**Q:** I have r2SCAN pressures for cubic hafnia, squeezed and stretched equally in all directions. Shortening every edge by 4% takes about 43 GPa, yet lengthening it by 4% takes a pull of only 25 GPa. I had planned to use a single bulk modulus for both. How wrong would that be?

Cubic HfO2 (space group Fm-3m, three-atom cell) at several volumes under equal strain in all directions, calculated with Ansatz 0.2.0 using the r2SCAN functional. All runs are spin-unpolarised, with PAW potentials, a plane-wave cutoff of 500 eV and an 8×8×8 k mesh. Pressure is positive in compression.

| volume (Å³/atom) | shortest distance (Å) | pressure (GPa) |
| --- | --- | --- |
| 9.543 | 2.103 | 42.80 |
| 9.844 | 2.125 | 29.95 |
| 10.151 | 2.147 | 18.64 |
| 10.412 | 2.165 | 10.31 |
| 10.465 | 2.168 | 8.71 |
| 10.786 | 2.190 | 0.02 |
| 11.113 | 2.212 | -7.58 |
| 11.446 | 2.234 | -14.20 |
| 11.625 | 2.246 | -17.35 |
| 11.786 | 2.256 | -19.94 |
| 12.133 | 2.278 | -24.90 |

**A:** The volume is given per atom, the shortest distance is the Hf–O bond, and a negative pressure means that the crystal has to be pulled outward. The bulk modulus $B$ is the pressure needed per fractional loss of volume, and near the resting cell it is about 270 GPa. Used as a fixed ratio of pressure to fractional volume loss down to the smallest cell, it gives $270\times(1-9.543/10.786)\approx 31$ GPa, far below the calculated value. For the largest cell it gives a pull of about 34 GPa, far above the calculated one. For edge changes of 1% either way the error stays below a tenth.

**Q:** Perhaps this is only geometry. If each bond is a spring of fixed stiffness, the same spring force acts on a smaller area in the squeezed crystal, so the pressure is higher.

**A:** That effect exists, and its size can be worked out. Let $r$ be the bond length divided by its resting value. The spring force is proportional to $1-r$ and the area to $r^2$, so

$$P = 3B\,\frac{1-r}{r^2}.$$

At $r=0.96$ the fraction is $0.04/0.9216=0.0434$. At $r=1.04$ its size is $0.04/1.0816=0.0370$.

The springs therefore predict a push 1.17 times as large as the pull, whatever their stiffness. The calculated ratio is $42.80/24.90=1.72$. Geometry has the right direction but supplies only a small part of the asymmetry. No choice of spring constant can repair this, because the constant cancels in the ratio.

**Q:** Then where does the rest come from?

**A:** Dividing out the geometry leaves $1.72/1.17\approx1.47$. This cubic cell has only one adjustable length, so its energy is a function of bond length alone, and that function must be about 1.47 times as steep at the short end as at the long end. So much follows from the table, but the table doesn't say which interaction makes the curve lopsided.

**Q:** Before we look for one, could the lopsidedness come from the finite set of plane waves? I have heard that it can distort calculated stresses.

**A:** It can, but the total energies of the same runs offer a check. The energy change between neighbouring cells, divided by the volume change, gives a pressure that doesn't use the calculated stress. The two kinds of pressure agree within 0.2 GPa, whereas push and pull differ by about 18 GPa, so a faulty stress isn't the cause. The energies share the same cutoff, and only a run with more plane waves could expose an error common to both, but none large enough to create this asymmetry is expected.

**Q:** What physical picture would give such a curve?

**A:** The classic one is a crystal of ions. Opposite charges attract with an energy that varies as $-1/r$. When the filled shells of neighbouring ions overlap, the Pauli principle forces electrons into states of higher kinetic energy, and this repulsion grows much faster, roughly as $1/r^n$. Differentiating both terms with respect to volume, which varies as $r^3$, and letting them cancel at $r=1$ gives

$$P=\frac{3B}{n-1}\left(r^{-(n+3)}-r^{-4}\right).$$

Fitted to all eleven pressures, this formula gives $n\approx5.5$ and follows them within 0.04 GPa.

At rest the two pressures are equal and opposite. With bonds 4% shorter, the repulsive one grows by 42% and the attractive one by only 18%, so a net push of 24% of the resting value remains. With bonds 4% longer both fade, the repulsive one faster, and the net pull is only about 14%. In this picture the crystal stiffens under compression because the steeper of two opposing forces takes over.

**Q:** With a fit that good, may I conclude that hafnia is held together by ions?

**A:** No, because a formula without any ions also follows the pressures, with a largest miss of 0.36 GPa. The second-order Birch–Murnaghan equation expands the energy in the strain and stops early, with no statement about bonding. Once the resting volume is given, its only adjustable constant is the bulk modulus, yet it gives a push-to-pull ratio of 1.68. The ion formula comes closer, but it has one more constant to adjust, and ion-free formulas with the same extra constant, such as third-order Birch–Murnaghan or Vinet, are expected to fit as closely. The second-order equation is itself a steep power minus a shallower one, $r^{-7}-r^{-5}$. Over this range the curve fixes little beyond $B$ and its rise with pressure, about 4.1 GPa per GPa. For two powers that rise depends only on the sum of the exponents, so $n\approx5.5$ holds only once the attraction is taken as $-1/r$. The shape of the curve rules out fixed springs and leaves the origin of the bonding open.

**Q:** Is there anything that tests the ions more sharply?

**A:** The absolute stiffness does, though only roughly. If hafnium carries its full formal charge of $+4$ and each oxygen $-2$, electrostatics fixes the strength of the attraction through the known lattice sum of the fluorite structure, taken here as 2.5. Together with the fitted $n$, this predicts a bulk modulus of about 330 GPa, roughly a fifth above the fitted 270 GPa. With this form of repulsion, bare formal charges thus give the right magnitude but too stiff a crystal.

Shared electrons in the Hf–O bonds are a plausible reason, but that remains a guess here. The estimate also depends strongly on the form assumed for the repulsion: an exponential one fitted to the same curve is expected to give a much larger excess, so the excess can't be converted into a true ionic charge. For the same reason $n$ is best read as an effective steepness, which includes the repulsion between oxygen neighbours. The printed analysis below compares all three formulas row by row.

**Q:** How would this carry over to another material, say calcium fluoride, which has the same structure?

**A:** In the ion picture, and for a given $n$, the stiffness is proportional to the product of the charges divided by the fourth power of the bond length. Calcium fluoride has half the charge on each ion, which alone cuts the formal-charge stiffness to a quarter, and its bonds are longer. It is indeed known to be much the softer crystal. The asymmetry at a given strain depends on $n$ alone, so a similarly steep repulsion would make push and pull differ by a similar factor. The fluoride is expected to have a larger $n$, which would win back part of the stiffness and make the factor somewhat larger. A soft crystal need not be a more symmetric one.

**Q:** And may I use the 270 GPa for a real piece of hafnia?

**A:** Only as an estimate for the cubic phase under equal pressure from all sides. Pure hafnia is cubic only at high temperature, and the calculation leaves out thermal motion. The three-atom cell holds the oxygens on their ideal sites. Real hafnia at room temperature moves them and becomes monoclinic, which opens ways of yielding that this curve can't contain. A film strained only in its plane also needs the response to shape changes, which none of these cells probes.

The analysis program printed:

```
fit of pressure on 11 rows: coefficient of 3*(1-r)/r**2 277.8 +/- 14; rms 3.25, worst 9.543 -6.63, leave-one-out rms 4.12
fit of pressure on 11 rows: coefficient of 3*(r**(-s-3) - r**(-4))/(s-1) 270.4 +/- 0.075, s 5.533; rms 0.0175, worst 10.412 -0.0356, leave-one-out rms 0.0296
fit of pressure on 11 rows: coefficient of 1.5*(r**(-7) - r**(-5)) 271.6 +/- 0.73; rms 0.179, worst 12.133 -0.361, leave-one-out rms 0.228
Each row with the interval from the row above (GPa):
     row  mean pressure  pressure from energies  bulk modulus  bulk modulus of springs  miss of springs  miss of ions  miss of Birch
   9.543            n/a                     n/a           n/a                      n/a           -6.632       0.02177        -0.3137
   9.844          36.38                   36.25         413.8                    308.8           -3.372      -0.01531        -0.1526
  10.151           24.3                   24.22         368.3                    299.6           -1.262     -0.007953       -0.03605
  10.412          14.48                   14.34         328.1                    291.4          -0.3307      -0.03555       -0.02595
  10.465           9.51                   9.674         315.1                      287          -0.1881     -0.006869       0.005419
  10.786          4.365                   4.243         287.6                    282.1            -0.02         -0.02          -0.02
  11.113          -3.78                  -3.887         254.5                    273.7          -0.5949     -0.008715       -0.06013
  11.446         -10.89                  -10.99         224.2                    265.7           -1.818      0.008451        -0.1224
  11.625         -15.78                  -15.84           203                    259.7           -2.698       0.01798        -0.1631
  11.786         -18.65                  -18.61         188.3                    255.8           -3.626      0.002314        -0.2272
  12.133         -22.42                  -22.47         170.9                    250.3           -5.929       -0.0205        -0.3609
Pressure at -4% over tension at +4%, calculated: 1.719
Same ratio if pressure were linear in volume: 0.9228
Same ratio for springs of fixed stiffness: 1.173
Same ratio for second-order Birch-Murnaghan: 1.682
Ratio of bond forces left after geometry is removed: 1.465
Rise of bulk modulus per unit of pressure between the end intervals: 4.131
Same rise at zero pressure in the ion model: 4.178
Factor by which repulsive pressure grows at -4% in the ion model: 1.417
Factor by which attractive pressure grows at -4% in the ion model: 1.177
Bulk modulus from full formal charges and the fitted exponent (GPa): 328
That estimate over the fitted bulk modulus: 1.213
Largest gap between energy-derived and mean stress pressure (GPa): 0.1635
```
